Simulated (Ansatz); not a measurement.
Theory: Ansatz 0.2.0, DFT PBE, scalar-relativistic, plane waves, PAW. Settings: cutoff 420 eV, Γ-centred meshes spaced at most about 0.3 Å⁻¹ (2π included), Gaussian smearing. No spin polarisation.

Temperature and zero-point effects are left out.

Problem. Which of these relaxed structures of Al2Ga3N5 is the lowest in energy?
A. Space group R-3m (No. 166), trigonal, a = 2.962 Å, c = 36.336 Å. Al has 6 N at 2.06–2.07 Å; around Ga on a site of symmetry 3m lie 6 N at 2.11–2.12 Å; Ga on a site of symmetry -3m has 6 N at 2.11 Å; N on a site of symmetry 3m is surrounded by 3 Al at 2.06 Å and 3 Ga at 2.12 Å; 2 more sites not described.
B. Space group I4/mmm (No. 139), tetragonal, a = 2.964 Å, c = 20.997 Å. Al is surrounded by 6 N at 2.07–2.10 Å; Ga on a site of symmetry 4mm is surrounded by 6 N at 2.10–2.17 Å; Ga on a site of symmetry 4/mmm is surrounded by 6 N at 2.08–2.10 Å; N on a site of symmetry 4mm has 2 Ga at 2.08–2.10 Å and 4 Al at 2.10 Å; 2 more sites not described.

Solution. A. The other, B, lies 12 meV/atom higher. Counting N atoms around Al and Ga (those within 1.25 times the shortest such distance or 1.15 times the sum of covalent radii, 1.27 where that leaves under three): A has Al 6, Ga 6; B has Al 6, Ga 6. Both come from invented guesses. Shaken at random and relaxed again, A came back.

Cells without such a test can be saddle points. Some candidate types were left out of the draw beforehand, so a known form may be missing.
